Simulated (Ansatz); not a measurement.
## Ti: relaxation of the atoms with PBE

Crystal: Ti.

```
Ti
1.0
     4.61305    0.00000    0.00000
    -2.30652    3.99502    0.00000
     0.00000    0.00000    2.82624
Ti
3
Direct
  0.66667 0.33333 0.50000
  0.33333 0.66667 0.50000
  0.00000 0.00000 0.00000
```

The cell isn't the ideal one: strained by +1 %.

```
Program             : Ansatz 0.2.0
Task                : relaxation of the atoms
Functional          : PBE
Potentials or basis : Ansatz PAW
Cutoff              : 420 eV (not typed: the program's choice for these potentials)
k mesh              : 7 × 7 × 9
Occupations         : fermi-dirac, width 0.05 eV
Spin                : no spin polarisation
```

- Pressure after relaxing: -1.4 GPa
- Band gap on the k mesh: none (metal or under the smearing width)

Stress tensor (GPa, compression positive):
```
-1.90  0.00  0.00
 0.00 -1.90  0.00
 0.00  0.00 -0.29
```

Final structure:
```yaml
crystal:
  lattice:
    - [4.61305, 0.00000, 0.00000]
    - [-2.30652, 3.99502, 0.00000]
    - [0.00000, 0.00000, 2.82624]
  atoms:
    - { symbol: Ti, position: [0.66667, 0.33333, 0.50000] }
    - { symbol: Ti, position: [0.33333, 0.66667, 0.50000] }
    - { symbol: Ti, position: [0.00000, 0.00000, 0.00000] }
```

Levels at points of the mesh, in eV from the Fermi level:
```tsv
k point	band 14	band 15	band 16	band 17	band 18	band 19	band 20	band 21	band 22
(0.00, 0.00, 0.00)	-1.88	-0.71	-0.71	-0.61	-0.61	-0.06	0.64	1.28	1.28
```

It took 1.7 s on 2 threads of Arm Neoverse V1 (shared host), peak memory 0.34 GiB.

Caveat: the relaxation stopped at its first step, so nothing moved; the thresholds are loose for stress.
